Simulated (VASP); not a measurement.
A run of VASP 6.6.1 is set up as follows.

File INCAR:

```
ALGO     = Normal         # electronic algorithm
EDIFF    = 1E-6           # SCF threshold, eV
ENCUT    = 520            # plane-wave cutoff, eV
GGA      = PS             # functional
ISIF     = 2              # what is computed and relaxed
ISMEAR   = 0              # smearing method
LASPH    = T              # aspherical terms in the spheres
LCHARG   = F              # write CHGCAR
LREAL    = F              # projectors in reciprocal space
LWAVE    = F              # write WAVECAR
NBANDS   = 19             # bands
NELM     = 100            # most SCF steps
PREC     = Accurate       # precision mode
SIGMA    = 0.1            # smearing width, eV
```

KPOINTS

```
k-points
0
Gamma
  4 4 4
```

POSCAR

```
SrCl2
1.0
    0.0000000000      3.4855000000      3.4855000000
    3.4855000000      0.0000000000      3.4855000000
    3.4855000000      3.4855000000      0.0000000000
Sr Cl
1 2
Direct
    0.0000000000      0.0000000000      0.0000000000
    0.2500000000      0.2500000000      0.2500000000
    0.7500000000      0.7500000000      0.7500000000
```

Potentials or basis: VASP PAW PBE potentials, release 64 (Sr_sv, Cl).

The run is started by

```sh
$ cat potpaw_PBE.64/Sr_sv/POTCAR potpaw_PBE.64/Cl/POTCAR > POTCAR
$ mpirun -np 1 vasp_std > vasp.out
```

(1) What does it give for the band gap on the k mesh?

(2) What does it give for the pressure?

## Answers

(1) 5.14 eV, indirect (least direct gap 5.36 eV).

(2) -0.9 GPa.

Caveat: the PAW data sets were made with another functional, which shifts forces and pressure a little.
